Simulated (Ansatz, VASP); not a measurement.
# GaSb in VASP and in Ansatz

```
CELL_PARAMETERS angstrom
0.00000 3.06647 3.06647
3.06647 0.00000 3.06647
3.06647 3.06647 0.00000
ATOMIC_POSITIONS crystal
Ga 0.00000 0.00000 0.00000
Sb 0.25000 0.25000 0.25000
```

Alike in both runs: task single point; functional r2SCAN; k mesh 8 × 8 × 8; no spin polarisation.

|  | VASP | Ansatz |
| --- | --- | --- |
| version | VASP 6.6.1 | Ansatz 0.2.0 |
| potentials or method | VASP PAW PBE potentials, release 64 (Ga_d, Sb) | scalar-relativistic, plane waves, PAW |
| plane-wave cutoff (eV) | 520 | 500 |
| occupations | gaussian, width 0.01 eV | fixed |
| valence electrons in the cell | 18 | 28 |

|  | VASP | Ansatz | Ansatz less VASP |
| --- | --- | --- | --- |
| gap on the k mesh at the Fermi level (eV) | 0.39 | 0.42 | +0.022 |
| least direct gap on the mesh (eV) | 0.39 | 0.42 | +0.022 |

The two sets of potentials don't hold the same shells in valence.

Caveats: spin-orbit coupling is left out, which moves the levels of the heavy elements.
